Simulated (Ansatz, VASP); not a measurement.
# BeS in VASP and in Ansatz

File INCAR:

```
SYSTEM = BeS
PREC = Accurate ; ENCUT = 520
EDIFF = 1E-6 ; ISMEAR = 0
SIGMA = 0.01 ; LREAL = .FALSE.
LASPH = .TRUE. ; NELM = 60
ALGO = Normal ; ISIF = 2
LWAVE = .FALSE. ; LCHARG = .FALSE.
GGA = PS ; NBANDS = 11
```

KPOINTS

```
regular mesh
0
G
  8 8 8
  0 0 0
```

File POSCAR:

```
BeS
1.0
    2.4189645438      2.4189645438      0.0000000000
   -2.4189645438      2.4189645438      0.0000000000
    0.0000000000      2.4189645438      2.4189645438
Be S
1 1
Direct
    0.0000000000      0.0000000000      0.0000000000
    0.7500000000      0.2500000000      0.5000000000
```

Input for Ansatz:

```yaml
crystal:
  lattice:
    - [2.41896454384, 2.41896454384, 0.0]
    - [-2.41896454384, 2.41896454384, 0.0]
    - [0.0, 2.41896454384, 2.41896454384]
  atoms:
    - { symbol: Be, position: [0.0, 0.0, 0.0] }
    - { symbol: S, position: [0.75, 0.25, 0.5] }
kpoints:
  mp_grid: { grid: [8, 8, 8] }
scf:
  occupations: { method: fixed }
  convergence: { dr2_threshold: 1.0e-10 }
hamiltonian:
  xc: pbesol
  pseudopotentials: { kind: all_electron, lapw: { basis_error: 0.0005 } }
output:
  forces: true
  stress: true
  eigenstates:
    kpoints:
      - [0.0, 0.0, 0.0]
      - [-0.5, 0.5, 0.0]
      - [-0.5, -0.5, -0.5]
      - [0.0, 0.0, -0.5]
      - [0.0, -0.5, -0.5]
      - [0.0, 0.5, 0.0]
      - [-0.5, 0.0, 0.0]
      - [-0.5, 0.0, -0.5]
  eigenvalues: true
```

Change from the starting cell: unstrained.

Alike in both runs: task single point; functional PBEsol; k mesh 8 × 8 × 8; no spin polarisation.

|  | VASP | Ansatz |
| --- | --- | --- |
| version | VASP 6.6.1 | Ansatz 0.2.0 |
| potentials or method | VASP PAW PBE potentials, release 64 (Be, S) | all-electron LAPW, scalar-relativistic |
| plane-wave cutoff (eV) | 520 | see its input |
| occupations | gaussian, width 0.01 eV | fixed |

```tsv
	VASP	Ansatz	Ansatz less VASP
gap on the k mesh at the Fermi level (eV)	2.91	2.91	-0.002
pressure (GPa)	0.2	0.0	-0.20
```

Ansatz ran all-electron here, so the differences hold the error of VASP's frozen core and of both bases.

Caveats: the PAW data sets were made with another functional, which shifts forces and pressure a little (VASP). A k mesh can miss the band edges.
